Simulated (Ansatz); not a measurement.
# SnSe (Pnma) in Ansatz: a series of runs

The runs below take SnSe through single point, equation of state, with exchange-only PBE.

Program: Ansatz 0.2.0. These are calculated values, not measurements. Logs are shortened: lines on timing, memory, paths and dates and some standing lists are left out, and cuts for length are marked.

**1. Starting point**

Symmetry: Pnma, No. 62, orthorhombic system. Conventional cell: a = 11.420 Å, b = 4.190 Å, c = 4.460 Å, α = 90.00°, β = 90.00°, γ = 90.00°. Sn (site symmetry m) is surrounded by 3 Se at 2.69 to 2.83 Å. Around Se (site symmetry m) lie 3 Sn at 2.69 to 2.83 Å.

**2. Single point, exchange-only PBE, 25.08 Å³/atom (volume scaled by 0.94)**

input.yaml

```yaml
crystal:
  lattice:
    - [11.1868733615, 0.0, 0.0]
    - [0.0, 4.1044657955, 0.0]
    - [0.0, 0.0, 4.3689540449]
  atoms:
    - { symbol: Sn, position: [0.877, 0.75, 0.909] }
    - { symbol: Sn, position: [0.623, 0.25, 0.409] }
    - { symbol: Sn, position: [0.377, 0.75, 0.591] }
    - { symbol: Sn, position: [0.123, 0.25, 0.091] }
    - { symbol: Se, position: [0.643, 0.75, 0.984] }
    - { symbol: Se, position: [0.857, 0.25, 0.484] }
    - { symbol: Se, position: [0.143, 0.75, 0.516] }
    - { symbol: Se, position: [0.357, 0.25, 0.016] }
hamiltonian:
  xc: { exchange: pbe, correlation: none }
  pseudopotentials: { kind: paw }
kpoints:
  mp_grid: { grid: [3, 6, 6] }
scf:
  occupations: { method: fermi_dirac, width: 0.05 }
output:
  forces: true
  stress: true
  eigenvalues: true
  write_density: true
  write_potential: true
  elf: true
  volumetric_format: npy
```

Potentials or basis: Ansatz PAW.

Run with:

```console
$ ansatz run input.yaml --threads 2 --pin off --max-ram 5120MiB --backend cpu --events-out ev --progress --plain --runs-dir out
```

The program printed:

```text
Warning: RAYON_NUM_THREADS=2 ignored (pool sized by the plan → 2); use --threads N
Engine: ansatz 0.2.0, x86_64-unknown-linux-gnu
Pseudopotentials: kind: paw
Pseudopotential: Sn, paw, valence charge 14, recommended cutoff 420 eV (normal), Sn.paw.azcp
Pseudopotential: Se, paw, valence charge 16, recommended cutoff 420 eV (normal), Se.paw.azcp
Functional definition: unnamed
  exchange = pbe_x
  correlation = 0
Crystal: 8 atoms, lattice volume = 200.606 Å³
Basis set: ecut = 420 eV, 3891 PW (Γ), exchange–correlation on 150×60×60 points (8 copies of the dense FFT grid, shifted against one another)
Bands: 72, of which v1, the nominal top of the filled ones, is band 60 counted from 1 (59 counted from 0)
Symmetry: 8 space group operations
Space group: Pnma (ITA 62), of the structure as read, at distance tolerance 5.9e-5 Å
k-points: 32 of 108
Non-local potential: Sn, projectors of the file, l = 0: 2, l = 1: 2, l = 2: 2, l = 3: 2
Non-local potential: Se, projectors of the file, l = 0: 2, l = 1: 2, l = 2: 3, l = 3: 1
PAW form: soft (Blöchl's): semilocal exchange-correlation on the pseudo side does not see the compensation charge
PAW frozen core: Sn, regenerated for the run's functional, and the local potential with it (the file was generated under x = pbe(κ = 0.804, μ = 0.2195149727645171), c = pbe(β = 0.06672455060314922))
PAW frozen core: Se, regenerated for the run's functional, and the local potential with it (the file was generated under x = pbe(κ = 0.804, μ = 0.2195149727645171), c = pbe(β = 0.06672455060314922))
PAW one-centre angular grid: Sn, 590 points (default); XC on 64 Gauss nodes
PAW one-centre angular grid: Se, 590 points (default); XC on 64 Gauss nodes
Initial density: superposition of atomic densities (neutral atoms: chi_scale 0, normalization atom), corrected by the library's trained network
Initial wavefunctions: pseudopotential atomic-orbital guess
Functional: x = pbe(κ = 0.804, μ = 0.2195149727645171), c = none
[... 19 lines left out ...]
  E_kinetic    = 1233.409306
  E_local      = -12850.909088  (includes V_loc(G=0)·N_el)
  E_nonlocal   = -2544.201783
  E_hartree    = 6850.210218
  E_xc         = -1821.546942
  E_vxc        = -708.257421  (∫ρ·V_xc dr)
  E_paw        = -23839.918398  (= ΣΔE_a)
  E_vpaw       = -409.582235  (= ΣTr[D̂ρ^β])
  E_aug_tail   = -0.002433  (compensation charges beyond the density's cutoff)
  E_ewald      = -12528.924919
  E_core_change = 1.962910  (= ΣΔE_core)
  E_smearing   = -0.000047  (= −TS)
  E_closure    = -0.000000  (closes the sum)
  Σ components = -45499.921176   (vs F -45499.921176, Δ=0.00e0)
--- Forces (eV/Å), atoms counted from 1 ---
  atom   1  Sn     0.95797827     0.00000000     0.28542309
  atom   2  Sn    -0.95797827     0.00000000     0.28542309
  atom   3  Sn     0.95797827     0.00000000    -0.28542309
  atom   4  Sn    -0.95797827     0.00000000    -0.28542309
  atom   5  Se    -0.74790995     0.00000000    -0.24260682
  atom   6  Se     0.74790995     0.00000000    -0.24260682
  atom   7  Se    -0.74790995     0.00000000     0.24260682
  atom   8  Se     0.74790995     0.00000000     0.24260682
  max |Σ_I F_I| component: 2.22e-16 eV/Å
--- Stress (GPa, compression-positive) ---
       20.186738       0.000000       0.000000
        0.000000      16.366682       0.000000
        0.000000       0.000000      15.938300
  P = ⅓ Tr σ = 17.4972 GPa (174.972 kbar)
--- Band table (eV; the first three rows and the last of 32) ---
  k-point 0: bands = ["-35.6891", "-35.6891", "-35.6890", "-35.6890", "-35.6882", "-35.6881", "-35.6880", "-35.6879", "-35.6727", "-35.6725", "-35.6725", "-35.6723", "-35.6653", "-35.6652", "-35.6652", "-35.6650", "-35.6605", "-35.6604", "-35.6602", "-35.6601", "-9.7783", "-9.7558", "-9.7533", "-9.7498", "-9.7461", "-9.7442", "-9.7430", "-9.7428", "-9.7363", "-9.7323", "-9.7289", "-9.7161", "-9.7110", "-9.7110", "-9.6901", "-9.6842", "-9.6751", "-9.6703", "-9.6702", "-9.6564", "-2.7706", "-2.4058", "-1.5459", "-0.9935", "4.0590", "5.1553", "5.9661", "6.3425", "6.3737", "7.7539", "7.8310", "7.8812", "8.3470", "8.4453", "9.0636", "9.4868", "9.7860", "10.2504", "10.6510", "10.8924", "12.3009", "14.6077", "14.6602", "14.6610", "14.9420", "14.9647", "15.9593", "16.1756", "16.3242", "16.3427", "17.0179", "17.6795"]
  k-point 1: bands = ["-35.6891", "-35.6891", "-35.6890", "-35.6890", "-35.6882", "-35.6881", "-35.6880", "-35.6879", "-35.6727", "-35.6725", "-35.6725", "-35.6723", "-35.6653", "-35.6652", "-35.6652", "-35.6650", "-35.6605", "-35.6604", "-35.6602", "-35.6602", "-9.7757", "-9.7545", "-9.7539", "-9.7515", "-9.7460", "-9.7453", "-9.7437", "-9.7401", "-9.7379", "-9.7282", "-9.7277", "-9.7166", "-9.7123", "-9.7098", "-9.6902", "-9.6831", "-9.6767", "-9.6716", "-9.6691", "-9.6573", "-2.6416", "-2.2859", "-1.5320", "-1.0312", "3.6279", "4.8545", "5.2565", "5.9389", "6.3137", "7.9669", "8.0233", "8.5049", "8.5243", "9.1718", "9.1879", "9.7659", "9.8551", "10.3868", "10.7779", "10.8874", "12.4051", "13.7057", "14.1893", "14.4117", "14.7175", "14.9985", "15.4642", "15.4881", "16.1488", "16.4289", "16.8539", "16.8812"]
  k-point 2: bands = ["-35.6891", "-35.6891", "-35.6890", "-35.6890", "-35.6881", "-35.6881", "-35.6880", "-35.6879", "-35.6726", "-35.6725", "-35.6724", "-35.6723", "-35.6653", "-35.6652", "-35.6651", "-35.6651", "-35.6605", "-35.6604", "-35.6603", "-35.6602", "-9.7692", "-9.7564", "-9.7545", "-9.7516", "-9.7513", "-9.7453", "-9.7449", "-9.7418", "-9.7303", "-9.7247", "-9.7193", "-9.7183", "-9.7153", "-9.7089", "-9.6890", "-9.6806", "-9.6806", "-9.6745", "-9.6664", "-9.6596", "-2.2939", "-1.9603", "-1.5860", "-1.1966", "3.0928", "4.0029", "4.4453", "5.1349", "6.8030", "8.2325", "8.5492", "9.0022", "9.3950", "9.3961", "9.5695", "9.8946", "10.1740", "10.7576", "11.0658", "11.5228", "12.5484", "13.0044", "13.0263", "13.1418", "14.0520", "14.0530", "14.5388", "14.6540", "15.4978", "15.5098", "16.9671", "17.4216"]
  k-point 31: bands = ["-35.6891", "-35.6891", "-35.6891", "-35.6891", "-35.6879", "-35.6879", "-35.6879", "-35.6879", "-35.6725", "-35.6725", "-35.6725", "-35.6725", "-35.6652", "-35.6652", "-35.6652", "-35.6652", "-35.6603", "-35.6603", "-35.6603", "-35.6603", "-9.7814", "-9.7814", "-9.7765", "-9.7765", "-9.7346", "-9.7346", "-9.7316", "-9.7316", "-9.7231", "-9.7231", "-9.7213", "-9.7213", "-9.6989", "-9.6989", "-9.6911", "-9.6911", "-9.6705", "-9.6705", "-9.6653", "-9.6653", "-1.2881", "-1.2881", "-1.2834", "-1.2834", "4.5183", "4.5183", "4.5960", "4.5960", "6.3511", "6.3511", "6.6756", "6.6756", "7.3767", "7.3767", "7.7128", "7.7128", "9.5625", "9.5625", "9.9538", "9.9538", "14.2182", "14.2182", "14.4205", "14.4205", "16.4691", "16.4691", "16.4814", "16.4814", "18.0180", "18.0180", "18.2522", "18.2522"]
```

rho_z.tsv:

```text
# z_ang	rho[e/angstrom^3]
# format = ansatz-planar-average/11
# lattice	11.186873362	0.000000000	0.000000000
# lattice	0.000000000	4.104465796	0.000000000
# lattice	0.000000000	0.000000000	4.368954045
# sites	8
# site	50	9.810887938	3.078349347	3.971379227
# site	50	6.969422104	1.026116449	1.786902204
# site	50	4.217451257	3.078349347	2.582051841
# site	50	1.375985423	1.026116449	0.397574818
# site	34	7.193159571	3.078349347	4.299050780
# site	34	9.587150471	1.026116449	2.114573758
# site	34	1.599722891	3.078349347	2.254380287
# site	34	3.993713790	1.026116449	0.069903265
0.000000	1.151540e0
0.145632	1.056164e0
0.291264	8.454417e-1
0.436895	6.395370e-1
0.582527	4.814930e-1
0.728159	3.641338e-1
0.873791	2.830282e-1
1.019423	2.408498e-1
1.165054	2.408498e-1
1.310686	2.830282e-1
1.456318	3.641338e-1
1.601950	4.814930e-1
1.747582	6.395370e-1
1.893213	8.454417e-1
2.038845	1.056164e0
2.184477	1.151540e0
2.330109	1.056164e0
2.475741	8.454417e-1
2.621372	6.395370e-1
2.767004	4.814930e-1
2.912636	3.641338e-1
3.058268	2.830282e-1
3.203900	2.408498e-1
3.349531	2.408498e-1
3.495163	2.830282e-1
3.640795	3.641338e-1
3.786427	4.814930e-1
3.932059	6.395370e-1
4.077690	8.454417e-1
4.223322	1.056164e0
```

v_z.tsv:

```text
# z_ang	v_es[eV]	v_tot[eV]
# format = ansatz-planar-average/11
# xc	{"exchange":"pbe","correlation":"none","exx":null}
# density_cutoff_ev	1680
# datasets	Sn=:simpson_from_first_knot:soft:shift=-1173	Se=:simpson_from_first_knot:soft:shift=286195
# lattice	11.186873362	0.000000000	0.000000000
# lattice	0.000000000	4.104465796	0.000000000
# lattice	0.000000000	0.000000000	4.368954045
# sites	8
# site	50	9.810887938	3.078349347	3.971379227
# site	50	6.969422104	1.026116449	1.786902204
# site	50	4.217451257	3.078349347	2.582051841
# site	50	1.375985423	1.026116449	0.397574818
# site	34	7.193159571	3.078349347	4.299050780
# site	34	9.587150471	1.026116449	2.114573758
# site	34	1.599722891	3.078349347	2.254380287
# site	34	3.993713790	1.026116449	0.069903265
0.000000	6.787291e0	-2.551142e0
0.145632	6.904931e0	-2.367270e0
0.291264	7.222358e0	-1.846693e0
0.436895	7.642442e0	-1.111502e0
0.582527	8.071346e0	-3.137723e-1
0.728159	8.441307e0	4.229037e-1
0.873791	8.695410e0	9.928699e-1
1.019423	8.809475e0	1.299297e0
1.165054	8.809475e0	1.299297e0
1.310686	8.695410e0	9.928699e-1
1.456318	8.441307e0	4.229037e-1
1.601950	8.071346e0	-3.137723e-1
1.747582	7.642442e0	-1.111502e0
1.893213	7.222358e0	-1.846693e0
2.038845	6.904931e0	-2.367270e0
2.184477	6.787291e0	-2.551142e0
2.330109	6.904931e0	-2.367270e0
2.475741	7.222358e0	-1.846693e0
2.621372	7.642442e0	-1.111502e0
2.767004	8.071346e0	-3.137723e-1
2.912636	8.441307e0	4.229037e-1
3.058268	8.695410e0	9.928699e-1
3.203900	8.809475e0	1.299297e0
3.349531	8.809475e0	1.299297e0
3.495163	8.695410e0	9.928699e-1
3.640795	8.441307e0	4.229037e-1
3.786427	8.071346e0	-3.137723e-1
3.932059	7.642442e0	-1.111502e0
4.077690	7.222358e0	-1.846693e0
4.223322	6.904931e0	-2.367270e0
```

It took 10 s on 2 threads of Intel Xeon 6975P-C (Granite Rapids), shared host; peak memory 0.79 GiB.

Results:

```
Free energy            : -45499.9212 eV
Pressure               : 17.5 GPa
Largest force          : 1.000 eV/Å
Band gap on the k mesh : 0.65 eV, indirect (least direct gap 0.83 eV)
```

Caveat: odd divisions of the mesh miss points on the zone boundary, where band edges often lie, so the gap on the mesh can be too wide; spin-orbit coupling is left out, which moves the levels of the heavy elements; the PAW data sets come from PBE, with cores solved anew for the run's functional, which leaves a small shift of forces and pressure.

**3. Single point, exchange-only PBE, 25.61 Å³/atom (volume scaled by 0.96)**

Changes to input.yaml since step 2:

```diff
@@ -2,5 +2,5 @@
   lattice:
-    - [11.1868733615, 0.0, 0.0]
-    - [0.0, 4.1044657955, 0.0]
-    - [0.0, 0.0, 4.3689540449]
+    - [11.2656567555, 0.0, 0.0]
+    - [0.0, 4.1333714366, 0.0]
+    - [0.0, 0.0, 4.3997223406]
   atoms:
@@ -25,5 +25 @@
   eigenvalues: true
-  write_density: true
-  write_potential: true
-  elf: true
-  volumetric_format: npy
```

Potentials or basis: Ansatz PAW.

Run with:

```console
$ ansatz run input.yaml --threads 2 --pin off --max-ram 5120MiB --backend cpu --events-out ev --progress --plain --runs-dir out
```

Wall time 8 s (2 threads of Intel Xeon 6975P-C (Granite Rapids), shared host); peak memory 0.79 GiB.

It converged, with:

* Free energy: -45500.3615 eV
* Pressure: 15.6 GPa
* Largest force: 0.848 eV/Å
* Band gap on the k mesh: 0.65 eV, indirect (least direct gap 0.83 eV)

Caveat: odd divisions of the mesh miss points on the zone boundary, where band edges often lie, so the gap on the mesh can be too wide; spin-orbit coupling is left out, which moves the levels of the heavy elements; the PAW data sets come from PBE, with cores solved anew for the run's functional, which leaves a small shift of forces and pressure.

**4. Single point, exchange-only PBE, 26.14 Å³/atom (volume scaled by 0.98)**

Changes to input.yaml since step 3:

```diff
@@ -2,5 +2,5 @@
   lattice:
-    - [11.2656567555, 0.0, 0.0]
-    - [0.0, 4.1333714366, 0.0]
-    - [0.0, 0.0, 4.3997223406]
+    - [11.3433533953, 0.0, 0.0]
+    - [0.0, 4.1618783473, 0.0]
+    - [0.0, 0.0, 4.4300662122]
   atoms:
```

Run with:

```console
$ ansatz run input.yaml --threads 2 --pin off --max-ram 5120MiB --backend cpu --events-out ev --progress --plain --runs-dir out
```

Wall time 7.8 s (2 threads of Intel Xeon 6975P-C (Granite Rapids), shared host); peak memory 0.79 GiB.

Results (log left out):

* Free energy: -45500.7534 eV
* Pressure: 13.9 GPa
* Largest force: 0.708 eV/Å
* Band gap on the k mesh: 0.66 eV, indirect (least direct gap 0.84 eV)

Caveat: odd divisions of the mesh miss points on the zone boundary, where band edges often lie, so the gap on the mesh can be too wide; spin-orbit coupling is left out, which moves the levels of the heavy elements; the PAW data sets come from PBE, with cores solved anew for the run's functional, which leaves a small shift of forces and pressure.

**5. Single point, exchange-only PBE, 26.68 Å³/atom**

Changes to input.yaml since step 4:

```diff
@@ -2,5 +2,5 @@
   lattice:
-    - [11.3433533953, 0.0, 0.0]
-    - [0.0, 4.1618783473, 0.0]
-    - [0.0, 0.0, 4.4300662122]
+    - [11.42, 0.0, 0.0]
+    - [0.0, 4.19, 0.0]
+    - [0.0, 0.0, 4.46]
   atoms:
@@ -25 +25,5 @@
   eigenvalues: true
+  write_density: true
+  write_potential: true
+  elf: true
+  volumetric_format: npy
```

Run with:

```console
$ ansatz run input.yaml --threads 2 --pin off --max-ram 5120MiB --backend cpu --events-out ev --progress --plain --runs-dir out
```

Wall time 12 s (2 threads of Intel Xeon 6975P-C (Granite Rapids), shared host); peak memory 0.8 GiB.

It converged, with:

```
Free energy            : -45501.1011 eV
Pressure               : 12.3 GPa
Largest force          : 0.577 eV/Å
Band gap on the k mesh : 0.68 eV, indirect (least direct gap 0.85 eV)
```

Caveat: odd divisions of the mesh miss points on the zone boundary, where band edges often lie, so the gap on the mesh can be too wide; spin-orbit coupling is left out, which moves the levels of the heavy elements; the PAW data sets come from PBE, with cores solved anew for the run's functional, which leaves a small shift of forces and pressure.

**6. Single point, exchange-only PBE, 27.21 Å³/atom (volume scaled by 1.02)**

Changes to input.yaml since step 5:

```diff
@@ -2,5 +2,5 @@
   lattice:
-    - [11.42, 0.0, 0.0]
-    - [0.0, 4.19, 0.0]
-    - [0.0, 0.0, 4.46]
+    - [11.4956313432, 0.0, 0.0]
+    - [0.0, 4.2177491531, 0.0]
+    - [0.0, 0.0, 4.4895372846]
   atoms:
@@ -25,5 +25 @@
   eigenvalues: true
-  write_density: true
-  write_potential: true
-  elf: true
-  volumetric_format: npy
```

Potentials or basis: Ansatz PAW.

Run with:

```console
$ ansatz run input.yaml --threads 2 --pin off --max-ram 5120MiB --backend cpu --events-out ev --progress --plain --runs-dir out
```

It took 7 s on 2 threads of Intel Xeon 6975P-C (Granite Rapids), shared host; peak memory 0.81 GiB.

It converged, with:

```
Free energy            : -45501.4084 eV
Pressure               : 10.8 GPa
Largest force          : 0.457 eV/Å
Band gap on the k mesh : 0.69 eV, indirect (least direct gap 0.87 eV)
```

Caveat: odd divisions of the mesh miss points on the zone boundary, where band edges often lie, so the gap on the mesh can be too wide; spin-orbit coupling is left out, which moves the levels of the heavy elements; the PAW data sets come from PBE, with cores solved anew for the run's functional, which leaves a small shift of forces and pressure.

**7. Single point, exchange-only PBE, 27.74 Å³/atom (volume scaled by 1.04)**

Changes to input.yaml since step 6:

```diff
@@ -2,5 +2,5 @@
   lattice:
-    - [11.4956313432, 0.0, 0.0]
-    - [0.0, 4.2177491531, 0.0]
-    - [0.0, 0.0, 4.4895372846]
+    - [11.5702803916, 0.0, 0.0]
+    - [0.0, 4.245137902, 0.0]
+    - [0.0, 0.0, 4.518690941]
   atoms:
```

Run with:

```console
$ ansatz run input.yaml --threads 2 --pin off --max-ram 5120MiB --backend cpu --events-out ev --progress --plain --runs-dir out
```

Wall time 7.6 s (2 threads of Intel Xeon 6975P-C (Granite Rapids), shared host); peak memory 0.82 GiB.

Results (log left out):

| Property | Result |
| --- | --- |
| Free energy | -45501.6790 eV |
| Pressure | 9.5 GPa |
| Largest force | 0.348 eV/Å |
| Band gap on the k mesh | 0.70 eV, indirect (least direct gap 0.89 eV) |

Caveat: odd divisions of the mesh miss points on the zone boundary, where band edges often lie, so the gap on the mesh can be too wide; spin-orbit coupling is left out, which moves the levels of the heavy elements; the PAW data sets come from PBE, with cores solved anew for the run's functional, which leaves a small shift of forces and pressure.

**8. Single point, exchange-only PBE, 28.28 Å³/atom (volume scaled by 1.06)**

Changes to input.yaml since step 7:

```diff
@@ -2,5 +2,5 @@
   lattice:
-    - [11.5702803916, 0.0, 0.0]
-    - [0.0, 4.245137902, 0.0]
-    - [0.0, 0.0, 4.518690941]
+    - [11.6439784321, 0.0, 0.0]
+    - [0.0, 4.2721777259, 0.0]
+    - [0.0, 0.0, 4.547473188]
   atoms:
@@ -25 +25,5 @@
   eigenvalues: true
+  write_density: true
+  write_potential: true
+  elf: true
+  volumetric_format: npy
```

Run with:

```console
$ ansatz run input.yaml --threads 2 --pin off --max-ram 5120MiB --backend cpu --events-out ev --progress --plain --runs-dir out
```

Wall time 11 s (2 threads of Intel Xeon 6975P-C (Granite Rapids), shared host); peak memory 0.82 GiB.

It converged, with:

* Free energy: -45501.9159 eV
* Pressure: 8.3 GPa
* Largest force: 0.254 eV/Å
* Band gap on the k mesh: 0.72 eV, indirect (least direct gap 0.91 eV)

Caveat: odd divisions of the mesh miss points on the zone boundary, where band edges often lie, so the gap on the mesh can be too wide; spin-orbit coupling is left out, which moves the levels of the heavy elements; the PAW data sets come from PBE, with cores solved anew for the run's functional, which leaves a small shift of forces and pressure.

**9. Equation of state, exchange-only PBE**

Potentials or basis: Ansatz PAW.

This step only gathers the single runs of the series.

What came out:

```yaml
Equilibrium_volume: outside the volumes run
```

Energy against volume, from the lowest point:
```csv
volume (Å³/atom),energy (meV/atom)
25.076,249.34
25.609,194.30
26.143,145.32
26.676,101.86
27.210,63.43
27.743,29.61
28.277,0.00
```

Caveat: the potentials were made for another functional, which shifts forces and pressure.
